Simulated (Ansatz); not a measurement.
**Equation of state of Li**

```
CELL_PARAMETERS angstrom
0.00000 2.20200 2.20200
2.20200 0.00000 2.20200
2.20200 2.20200 0.00000
ATOMIC_POSITIONS crystal
Li 0.00000 0.00000 0.00000
```

The cell is COD entry 9008473, as deposited and not checked against the literature; nothing was relaxed.

All numbers are computed: DFT, PBE, all-electron LAPW, scalar-relativistic (Ansatz 0.2.0); DFT, PBE, PAW with Ansatz's default frozen-core files, scalar-relativistic (Ansatz 0.2.0).

For LAPW: a Γ-centred 16×16×16 k mesh, Fermi–Dirac smearing of 0.05 eV, basis error target 0.5 meV/atom, no spin polarisation. PAW takes a cutoff of 420 eV at this cell. The Ansatz runs share mesh, smearing and spin set-up. Plane-wave (PAW) pressures include the program's estimate of the Pulay term.

The cell above is scaled evenly, with fractional coordinates and shape held.

```csv
V/V(cell),V (Å³/atom),"P, LAPW (GPa)","P, PAW (GPa)","free energy over the lowest listed, PAW (meV/atom)"
0.9500,20.286,-0.05,-0.06,0.0
0.9750,20.820,-0.39,-0.40,0.8
1.0000,21.354,-0.70,-0.70,2.6
1.0250,21.888,?,?,?
1.0500,22.422,-1.21,-1.21,9.1
```

Q: Fill in the row V/V(cell) = 1.0250.

A: P, LAPW (GPa) = -0.97, P, PAW (GPa) = -0.97, free energy over the lowest listed, PAW (meV/atom) = 5.4.
